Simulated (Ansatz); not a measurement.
# InAs (F-43m) in Ansatz: notebook, part 2 of 2

Ansatz 0.2.0. Earlier steps stand in the parts before.

## 5. Relaxation of cell and atoms, r2SCAN+rVV10

Contents of input.yaml:

```yaml
crystal:
  lattice:
    - [0.0, 3.018, 3.018]
    - [3.018, 0.0, 3.018]
    - [3.018, 3.018, 0.0]
  atoms:
    - { symbol: In, position: [0.0, 0.0, 0.0] }
    - { symbol: As, position: [0.75, 0.75, 0.75] }
hamiltonian:
  xc: r2scan
  pseudopotentials: { kind: paw }
  dispersion: rvv10
kpoints:
  mp_grid: { grid: [8, 8, 8] }
scf:
  occupations: { method: fermi_dirac, width: 0.05 }
output:
  forces: true
  stress: true
relax:
  f_tol: 0.01
  max_steps: 40
  cell: { stress_tol: 0.05 }
```

Potentials or basis: Ansatz PAW.

Launch:

```
> ansatz run input.yaml --threads 2 --pin off --max-ram 5120MiB --backend cpu --events-out ev --progress --plain --runs-dir out
```

Standard output:

```text
Warning: RAYON_NUM_THREADS=2 ignored (pool sized by the plan → 2); use --threads N
Engine: ansatz 0.2.0, aarch64-unknown-linux-gnu
Pseudopotentials: kind: paw
Pseudopotential: In, paw, valence charge 13, recommended cutoff 500 eV (meta_gga), In.paw.azcp
Pseudopotential: As, paw, valence charge 15, recommended cutoff 500 eV (meta_gga), As.paw.azcp
Functional definition: r2SCAN+rVV10
  parameter k0 = 0.174
  parameter k1 = 0.065
  parameter a1 = 4.9479
  exchange = r2scan_x(k0 = k0, k1 = k1, a1 = a1)
  correlation = r2scan_c + rvv10(11.95, 0.0093)
Crystal: 2 atoms, lattice volume = 54.978 Å³
Basis set: ecut = 500 eV, 1411 PW (Γ), exchange–correlation on 144×144×144 points (64 copies of the dense FFT grid, shifted against one another)
Bands: 18, of which v1, the nominal top of the filled ones, is band 14 counted from 1 (13 counted from 0)
Symmetry: 24 space group operations
Space group: F-43m (ITA 216), of the structure as read, at distance tolerance 3.8e-5 Å
k-points: 29 of 512 (time reversal used)
Non-local potential: In, projectors of the file, l = 0: 2, l = 1: 2, l = 2: 2, l = 3: 2
Non-local potential: As, projectors of the file, l = 0: 2, l = 1: 2, l = 2: 3, l = 3: 1
PAW form: soft (Blöchl's): semilocal exchange-correlation on the pseudo side does not see the compensation charge
rVV10 density: all electrons in the spheres
PAW frozen core: In, regenerated for the run's functional (the file was generated under x = pbe(κ = 0.804, μ = 0.2195149727645171), c = pbe(β = 0.06672455060314922))
PAW frozen core: As, regenerated for the run's functional (the file was generated under x = pbe(κ = 0.804, μ = 0.2195149727645171), c = pbe(β = 0.06672455060314922))
PAW one-centre angular grid: In, 590 points (default); XC on 289 of its mesh's 2783 points in the sphere
PAW one-centre angular grid: As, 590 points (default); XC on 160 Gauss nodes
Initial density: superposition of atomic densities (neutral atoms: chi_scale 0, normalization atom), corrected by the library's trained network
Initial wavefunctions: pseudopotential atomic-orbital guess
Functional: x = r2scan, c = r2scan + rvv10(b = 11.95, C = 0.0093); τ floored in thin density (d = 2e-4 eV/Å³)
SCF iter   1: F=—  HF=-10473.980238 eV  |F-HF|=—  |Δ(HF+E_count)|=         —  Δρ=5.82e-3  dr2=1.10e-2  dr2_τ=8.38e-3  ethr=1.77e-3  ⟨swp⟩=6.0  Hψ=2617  notcnv=0
preconditioner: auto → none  [insulator: Δε(μ)=0.203 eV  Ē_g=15.515 eV  σ=0.050 eV  W_gap=0.73  n_scr=14 (ndim 8)  ℏωp=21.2 eV  f_vac=0.102  D(μ)=0.03/eV (n_scr^D=0)  ε∞_Penn≈2.9]
[... 46 lines left out ...]
SCF iter   3: F=—  HF=-10473.994048 eV  |F-HF|=—  |Δ(HF+E_count)|=   2.34e-8  Δρ=2.21e-6  dr2=3.55e-9  dr2_τ=9.85e-11  ethr=8.12e-11  ⟨swp⟩=3.0  Hψ=929  notcnv=0
SCF iter   4: F=—  HF=-10473.994048 eV  |F-HF|=—  |Δ(HF+E_count)|=  3.86e-10  Δρ=6.84e-7  dr2=2.62e-10  dr2_τ=1.52e-11  ethr=1.27e-11  ⟨swp⟩=2.0  Hψ=929  notcnv=0
SCF iter   5: F=—  HF=-10473.994048 eV  |F-HF|=—  |Δ(HF+E_count)|=  7.28e-11  Δρ=2.55e-7  dr2=4.33e-11  dr2_τ=1.21e-12  ethr=1.00e-12  ⟨swp⟩=3.0  Hψ=929  notcnv=0
SCF iter   6: F=-10473.994048 eV  HF=-10473.994048 eV  |F-HF|=7.28e-12  |Δ(HF+E_count)|=  2.55e-11  Δρ=6.42e-8  dr2=5.13e-12  dr2_τ=3.49e-14  ethr=1.00e-12  ⟨swp⟩=6.0  Hψ=2145  notcnv=0
SCF 4 converged in 6 iterations: F = -10473.994048 eV  dr2 = 5.13e-12
relax step   4: F+E_penalty+E_count = -10473.99404780 eV  Δ(F+E_penalty+E_count) = -1.278e-4 eV  max|allowed force component| = 3.412e-17 eV/Å  Δτ_max = 0.0000 Å  P = -0.023 GPa  Ω = 56.284 Å³  stress off target by 2.34e-2 GPa  SCF on the basis re-selected at this cell (its energy is not comparable with the rows above)  (6 SCF iters)
basis re-selected at this cell: Δ(F+E_penalty+E_count) = -1.278e-4 eV, ΔP = +0.003 GPa vs the last step (what re-selecting the basis moved, of the pressure what is left beyond the Pulay correction that the steps carried, after the strain that the cell walked since its last selection, with what the two solves' SCF thresholds leave and, on support functions, any second-order correction that the steps lacked; it is no measure of the basis error at this ecutwfc). This SCF's stress stands 2.34e-2 GPa from its target on what of the cell is left free (relax.cell.stress_tol is 5.00e-2 GPa) and its largest allowed force component is 3.41e-17 eV/Å (relax.f_tol is 1.00e-2 eV/Å): within both
SCF converged after 6 iterations
Free energy (F): -10473.994048 eV
Harris-Foulkes:  -10473.994048 eV  (|F-HF|=7.28e-12)
Internal energy: -10473.993634 eV  (E = F + TS)
E sigma→0 (E₀):  -10473.993841 eV
Entropy (-TS):   -0.000414 eV (-0.207 meV/atom)
Fermi energy:    7.461970 eV
--- Per-component energies (eV) ---
  E_band       = -336.524366
  E_kinetic    = 346.145320
  E_local      = -3301.434278  (includes V_loc(G=0)·N_el)
  E_nonlocal   = -302.086108
  E_hartree    = 1596.655360
  E_xc         = -271.608778
  E_vxc        = -189.920132  (∫ρ·V_xc dr)
  E_paw        = -6033.080002  (= ΣΔE_a)
  E_vpaw       = -94.291254  (= ΣTr[D̂ρ^β])
  E_aug_tail   = 0.000003  (compensation charges beyond the density's cutoff)
  E_vtau       = 11.751415  (kinetic-family band-sum trace: ∫τ·v_τ [+ j·A + Jᵃ·Aᵃ] dr)
  E_ewald      = -2508.093289
  E_core_change = -0.491862  (= ΣΔE_core)
  E_smearing   = -0.000414  (= −TS)
  E_closure    = 0.000000  (closes the sum)
  Σ components = -10473.994048   (vs F -10473.994048, Δ=0.00e0)
--- Forces (eV/Å), atoms counted from 1 ---
  atom   1  In    -0.00000000     0.00000000     0.00000000
  atom   2  As     0.00000000     0.00000000    -0.00000000
  max |Σ_I F_I| component: 6.13e-17 eV/Å
--- Stress (GPa, compression-positive) ---
       -0.023405      -0.000000      -0.000000
       -0.000000      -0.023405       0.000000
       -0.000000       0.000000      -0.023405
  P = ⅓ Tr σ = -0.0234 GPa (-0.234 kbar)
--- Relaxed structure (3 steps of the walk, 3 accepted, 1 SCFs on fresh bases) ---
  F+E_penalty+E_count = -10473.99404780 eV   max|allowed force component| = 3.412e-17 eV/Å   (the final SCF, on the basis selected at the relaxed cell)
  cell:  # Å, volume = 56.2839 Å³
    - [-2.598639736776751e-33, 3.0417124741404913, 3.0417124741404913]
    - [3.0417124741404913, 6.216353880132619e-33, 3.0417124741404913]
    - [3.0417124741404913, 3.0417124741404913, 3.7196215840137806e-33]
  atoms:
    - { symbol: In, position: [2.1803381853290453e-34, -3.7757075892283455e-34, -7.710952118846622e-34] }
    - { symbol: As, position: [0.7499999999999999, 0.7499999999999999, 0.7499999999999999] }
```

It took 22 s on 2 threads of Arm Neoverse V1, shared host; peak memory 0.58 GiB.

Results:

- Free energy: -10473.9940 eV
- Relaxed volume: 28.14 Å³/atom
- Relaxed cell: a = 4.302 Å, b = 4.302 Å, c = 4.302 Å, α = 60.00°, β = 60.00°, γ = 60.00°
- Space group after relaxing (to 0.05 Å): F-43m (No. 216)
- Energy gained by relaxing: 2.8 meV/atom
- Ionic steps: 4
- Pressure after relaxing: 0.0 GPa

Step by step:
| step | energy change (eV) | largest force (eV/Å) | volume (Å³) |
| --- | --- | --- | --- |
| 1 | 0.0000 | 0.0000 | 54.98 |
| 2 | -0.0046 | 0.0000 | 56.80 |
| 3 | -0.0055 | 0.0000 | 56.28 |
| 4 | -0.0057 | 0.0000 | 56.28 |

Final structure:
```yaml
crystal:
  lattice:
    - [0.00000, 3.04171, 3.04171]
    - [3.04171, 0.00000, 3.04171]
    - [3.04171, 3.04171, 0.00000]
  atoms:
    - { symbol: In, position: [0.00000, 0.00000, 0.00000] }
    - { symbol: As, position: [0.75000, 0.75000, 0.75000] }
```

Caveat: the plane-wave basis is chosen anew once the cell has moved, so the energies of steps on either side of that aren't comparable; the PAW data sets come from PBE, with cores solved anew for the run's functional, which leaves a small shift of forces and pressure. Zero-point motion and thermal expansion aren't in these numbers.

## 6. Single point, PBE

Contents of input.yaml:

```yaml
crystal:
  lattice:
    - [0.0, 3.018, 3.018]
    - [3.018, 0.0, 3.018]
    - [3.018, 3.018, 0.0]
  atoms:
    - { symbol: In, position: [0.0, 0.0, 0.0] }
    - { symbol: As, position: [0.75, 0.75, 0.75] }
hamiltonian:
  xc: pbe
  pseudopotentials: { kind: paw }
kpoints:
  mp_grid: { grid: [8, 8, 8] }
scf:
  occupations: { method: fermi_dirac, width: 0.05 }
basis:
  ecutwfc: "600 eV"
output:
  forces: true
  stress: true
  eigenvalues: true
  write_density: true
  write_potential: true
  elf: true
  volumetric_format: npy
```

Potentials or basis: Ansatz PAW.

Launch:

```
> ansatz run input.yaml --threads 2 --pin off --max-ram 5120MiB --backend cpu --events-out ev --progress --plain --runs-dir out
```

Standard output:

```text
Warning: RAYON_NUM_THREADS=2 ignored (pool sized by the plan → 2); use --threads N
[... 4 set-up lines as earlier in the session ...]
Functional definition: PBE
[... 2 set-up lines as earlier in the session ...]
  exchange = pbe_x(kappa = kappa, mu = beta*pi^2/3)
[... 1 set-up line as earlier in the session ...]
Crystal: 2 atoms, lattice volume = 54.978 Å³
Basis set: ecut = 600 eV, 1837 PW (Γ), exchange–correlation on 72×72×72 points (8 copies of the dense FFT grid, shifted against one another)
Bands: 18, of which v1, the nominal top of the filled ones, is band 14 counted from 1 (13 counted from 0)
[... 2 set-up lines as earlier in the session ...]
k-points: 29 of 512 (time reversal used)
[... 7 set-up lines as earlier in the session ...]
Functional: x = pbe(κ = 0.804, μ = 0.2195149727645171), c = pbe(β = 0.06672455060314922)
SCF iter   1: F=—  HF=-10454.418667 eV  |F-HF|=—  |Δ(HF+E_count)|=         —  Δρ=2.35e-3  dr2=6.44e-3  ethr=1.77e-3  ⟨swp⟩=6.1  Hψ=2555  notcnv=0
preconditioner: auto → none  [insulator: Δε(μ)=0.941 eV  Ē_g=14.778 eV  σ=0.050 eV  W_gap=0.72  n_scr=14 (ndim 8)  ℏωp=21.2 eV  f_vac=0.102  D(μ)=0.06/eV (n_scr^D=0)  ε∞_Penn≈3.1]
SCF iter   2: F=—  HF=-10454.415963 eV  |F-HF|=—  |Δ(HF+E_count)|=   2.70e-3  Δρ=9.88e-4  dr2=5.16e-4  ethr=2.30e-5  ⟨swp⟩=2.0  Hψ=1129  notcnv=0
SCF iter   3: F=—  HF=-10454.415854 eV  |F-HF|=—  |Δ(HF+E_count)|=   1.10e-4  Δρ=2.93e-4  dr2=5.14e-5  ethr=1.84e-6  ⟨swp⟩=2.0  Hψ=784  notcnv=0
SCF iter   4: F=—  HF=-10454.415884 eV  |F-HF|=—  |Δ(HF+E_count)|=   3.02e-5  Δρ=1.09e-4  dr2=6.67e-6  ethr=1.83e-7  ⟨swp⟩=2.0  Hψ=634  notcnv=0
SCF iter   5: F=—  HF=-10454.415892 eV  |F-HF|=—  |Δ(HF+E_count)|=   8.07e-6  Δρ=3.01e-5  dr2=5.51e-7  ethr=2.38e-8  ⟨swp⟩=2.0  Hψ=929  notcnv=0
SCF iter   6: F=-10454.415892 eV  HF=-10454.415892 eV  |F-HF|=2.75e-9  |Δ(HF+E_count)|=   1.07e-7  Δρ=4.56e-6  dr2=9.06e-9  ethr=3.57e-10  ⟨swp⟩=10.2  Hψ=4135  notcnv=0
SCF 1 converged in 6 iterations: F = -10454.415892 eV  dr2 = 9.06e-9
  Residual-converged pass: ⟨swp⟩=1.0  Hψ=638  notcnv=0  max |occ|·‖R‖ = 6.9e-9 eV (tolerance 1.0e-8 eV)  dr2=9.06e-9  dr2_onsite=2.60e-8  max |Δocc| = 4.7e-11
SCF converged after 6 iterations
Free energy (F): -10454.415892 eV
Harris-Foulkes:  -10454.415892 eV  (|F-HF|=2.75e-9)
Internal energy: -10454.415344 eV  (E = F + TS)
E sigma→0 (E₀):  -10454.415618 eV
Entropy (-TS):   -0.000548 eV (-0.274 meV/atom)
Fermi energy:    7.970042 eV
--- Per-component energies (eV) ---
  E_band       = -309.923985
  E_kinetic    = 347.517314
  E_local      = -3267.723167  (includes V_loc(G=0)·N_el)
  E_nonlocal   = -303.314982
  E_hartree    = 1582.537980
  E_xc         = -294.831146
  E_vxc        = -179.017463  (∫ρ·V_xc dr)
  E_paw        = -5990.801924  (= ΣΔE_a)
  E_vpaw       = -72.466592  (= ΣTr[D̂ρ^β])
  E_aug_tail   = -0.000001  (compensation charges beyond the density's cutoff)
  E_ewald      = -2527.799418
  E_smearing   = -0.000548  (= −TS)
  E_closure    = 0.000000  (closes the sum)
  Σ components = -10454.415892   (vs F -10454.415892, Δ=0.00e0)
--- Forces (eV/Å), atoms counted from 1 ---
  atom   1  In    -0.00000000     0.00000000    -0.00000000
  atom   2  As     0.00000000    -0.00000000    -0.00000000
  max |Σ_I F_I| component: 2.15e-16 eV/Å
--- Stress (GPa, compression-positive) ---
        4.288027      -0.000000       0.000000
        0.000000       4.288027       0.000000
       -0.000000       0.000000       4.288027
  P = ⅓ Tr σ = 4.2880 GPa (42.880 kbar)
--- Band table (eV; the first three rows and the last of 29) ---
  k-point 0: bands = ["-27.0561", "-27.0561", "-27.0561", "-27.0481", "-27.0481", "-6.4766", "-6.4766", "-6.4766", "-6.3486", "-6.3486", "-3.9773", "7.7514", "7.9217", "7.9217", "7.9217", "11.8419", "11.8419", "11.8419"]
  k-point 1: bands = ["-27.0562", "-27.0561", "-27.0561", "-27.0481", "-27.0481", "-6.4974", "-6.4707", "-6.4707", "-6.3488", "-6.3488", "-3.8141", "6.0422", "7.7283", "7.7283", "9.0415", "11.9978", "12.1238", "12.1238"]
  k-point 2: bands = ["-27.0562", "-27.0560", "-27.0560", "-27.0480", "-27.0480", "-6.5441", "-6.4577", "-6.4577", "-6.3475", "-6.3475", "-3.3675", "4.2188", "7.3473", "7.3473", "9.1846", "12.5591", "12.5591", "13.1043"]
  k-point 28: bands = ["-27.0561", "-27.0561", "-27.0556", "-27.0481", "-27.0478", "-6.6401", "-6.4251", "-6.4009", "-6.3644", "-6.3406", "-1.8934", "2.2130", "4.9522", "5.0341", "12.1608", "12.2206", "12.9431", "14.0170"]
```

v_z.tsv:

```text
# z_ang	v_es[eV]	v_tot[eV]
# format = ansatz-planar-average/11
# xc	pbe
# density_cutoff_ev	2400
# datasets	In=:simpson_from_first_knot:soft	As=:simpson_from_first_knot:soft
# lattice	0.000000000	3.018000000	3.018000000
# lattice	3.018000000	0.000000000	3.018000000
# lattice	3.018000000	3.018000000	0.000000000
# sites	2
# site	49	0.000000000	0.000000000	0.000000000
# site	33	4.527000000	4.527000000	4.527000000
0.000000	4.345976e-1	-1.121945e1
0.118558	1.093165e0	-1.023503e1
0.237116	1.774580e0	-9.140428e0
0.355675	2.491426e0	-7.930558e0
0.474233	3.305737e0	-6.548092e0
0.592791	4.237702e0	-4.988544e0
[... 28 lines left out ...]
4.030980	-4.091380e-1	-1.242059e1
4.149538	-1.133601e-1	-1.199551e1
```

Wall time 3.7 s (2 threads of Arm Neoverse V1, shared host); peak memory 0.4 GiB.

What came out:

```yaml
Free_energy: -10454.4159 eV
Pressure: 4.3 GPa
Band_gap_on_the_k_mesh: none (metal or under the smearing width)
```

Caveat: this crystal is a semiconductor, whose small gap the functional closes, so the metal is an error of the method.

## 7. Summary

| task | level | cell | cutoff (eV) | pressure (GPa) | relaxed volume (Å³/atom) |
| --- | --- | --- | --- | --- | --- |
| relaxation of cell and atoms | RPBE | relaxed | 420 | 0.0 | 30.59 |
| relaxation of cell and atoms | revPBE+D3(BJ) | relaxed | 420 | 0.0 | 28.23 |
| relaxation of cell and atoms | BLYP+D4 | relaxed | 420 | 0.0 | 29.07 |
| relaxation of cell and atoms | r2SCAN+rVV10 | relaxed | 500 | 0.0 | 28.14 |
| single point | PBE | as given | 600 | 4.3 | - |

Alike in all rows: potentials or basis Ansatz PAW; no spin polarisation; k mesh 8 × 8 × 8; smearing fermi-dirac 0.05 eV.

Caveats: the plane-wave basis is chosen anew once the cell has moved, so the energies of steps on either side of that aren't comparable (some runs); the PAW data sets come from PBE, with cores solved anew for the run's functional, which leaves a small shift of forces and pressure (some runs); the volume moved by +11 % from the deposited cell, more than functionals usually miss (some runs); this crystal is a semiconductor, whose small gap the functional closes, so the metal is an error of the method (some runs).

Absolute energies hang on the potentials; compare differences alone.

## 8. How close it comes

Step 6. Measured gap of InAs: 0.418 eV (direct; 4.2 K; a printed reference work, data compilation). This calculation gives 0.00 eV (-0.42 eV). Spin-orbit coupling on As, In is left out. The value is that of PBE on a finite k mesh, which can miss the band edges, without temperature or zero-point motion. Semilocal functionals fall short of measured gaps as a rule.
